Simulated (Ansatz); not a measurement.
## Sc2Al: do energies and stresses tell the same story?

Method: Ansatz 0.2.0, DFT r2SCAN, scalar-relativistic, plane waves, PAW.

Cutoff 500 eV; k points 12×12×6 on the computed 6-atom cell (Γ-centred); Gaussian smearing, width 0.10 eV; no spin polarisation.

Relaxed cell: P6_3/mmc, a = 4.888 Å, b = 4.888 Å, c = 6.163 Å, α = 90.00°, β = 90.00°, γ = 120.00°, 6 atoms in the primitive cell. Whether it is the stable form of this composition wasn't checked.

Energies at zero smearing and pressures from the stress tensor, at volumes with shape and atoms relaxed:
| V (Å³/atom) | E − E(first) (meV/atom) | P (GPa) |
| --- | --- | --- |
| 18.704 | 0.00 | 11.86 |
| 19.342 | -39.78 | 8.24 |
| 19.980 | -66.09 | 5.10 |
| 20.617 | -80.74 | 2.37 |
| 21.255 | -85.28 | 0.00 |
| 21.893 | -81.02 | -2.06 |
| 22.530 | -69.13 | -3.86 |
| 23.381 | -43.07 | -5.87 |

Question: Check P = −dE/dV between neighbouring volumes, and get the bulk modulus from the pressures alone.

Answer: With 1 eV/Å³ = 160.2 GPa:
| middle V (Å³/atom) | −ΔE/ΔV (GPa) | mean P (GPa) |
| --- | --- | --- |
| 19.023 | 9.996 | 10.054 |
| 19.661 | 6.610 | 6.670 |
| 20.299 | 3.681 | 3.734 |
| 20.936 | 1.141 | 1.184 |
| 21.574 | -1.069 | -1.029 |
| 22.212 | -2.989 | -2.958 |
| 22.955 | -4.910 | -4.866 |

The two differ by 0.06 GPa at most. The mean of two end pressures misses the average over a step by about ΔV² P″/12, up to 0.04 GPa here; with that taken off 0.02 GPa remains. Around V = 21.255 Å³/atom, the two neighbours give B = −V ΔP/ΔV = 21.255 × 4.43 / 1.275 = 73.8 GPa, against B0 = 73.5 GPa from the Birch–Murnaghan fit of the energies.